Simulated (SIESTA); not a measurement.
Crystal: CuAu.

```xyz
2
Lattice="2.8107 0.0000 0.0000 0.0000 2.8107 0.0000 0.0000 0.0000 3.6850" Properties=species:S:1:pos:R:3 pbc="T T T"
Au    0.0000    0.0000    0.0000
Cu    1.4054    1.4054    1.8425
```

Base run:

* Program: SIESTA 5.4.2
* Functional: PBE
* Potentials or basis: PseudoDojo 0.4 standard (PBE files)
* Basis: DZP (energy shift 0.003 Ry; two zetas on semicore shells)
* Grid cutoff: 800 Ry
* Energy shift: 0.003 Ry
* k mesh: 9 × 9 × 7
* Occupations: fermi-dirac, width 0.05 eV
* Spin: no spin polarisation

Its results: band gap on the k mesh none (metal or under the smearing width); pressure 5.0 GPa.

Problem. The run is repeated on the same cell with these changes: functional from PBE to LDA; potentials or basis from PseudoDojo 0.4 standard (PBE files) to PseudoDojo 0.4 standard (LDA files). What comes out?

Solution. Band gap on the k mesh none (metal or under the smearing width); pressure -8.9 GPa.

Caveats: short orbitals over semicore shells can move pressures by several GPa; the basis of atomic orbitals isn't converged, which shifts pressures, moduli and gaps.
